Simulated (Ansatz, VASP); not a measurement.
# Two plane-wave programs on AlN

```
CELL_PARAMETERS angstrom
3.08862 0.00000 0.00000
-1.54431 2.67482 0.00000
0.00000 0.00000 4.35040
ATOMIC_POSITIONS crystal
Al 0.33333 0.66667 0.00152
Al 0.66667 0.33333 0.50152
N 0.33333 0.66667 0.38348
N 0.66667 0.33333 0.88348
```

Alike in both runs: task relaxation of the atoms; functional LDA; k mesh 9 × 9 × 6; occupations gaussian, width 0.05 eV; no spin polarisation.

|  | VASP | Ansatz |
| --- | --- | --- |
| version | VASP 6.6.1 | Ansatz 0.2.0 |
| potentials or method | VASP PAW LDA potentials, release 64 (Al, N) | scalar-relativistic, plane waves, PAW |
| plane-wave cutoff (eV) | 520 | 520 |
| valence electrons in the cell | 16 | 16 |

VASP gave:

* gap on the k mesh at the Fermi level, each at its own relaxed structure (eV): 4.50
* energy change over the relaxation (meV/atom): -161

Problem. Which values does Ansatz return?

Solution. gap on the k mesh at the Fermi level, each at its own relaxed structure (eV): 4.50; energy change over the relaxation (meV/atom): -156.

Ansatz warned: «pseudo_functional_mismatch».

Caveats: an odd mesh through Γ misses points on the zone boundary, where band edges often lie. Expect the measured gap to be larger: semilocal functionals such as LDA lack the derivative discontinuity.
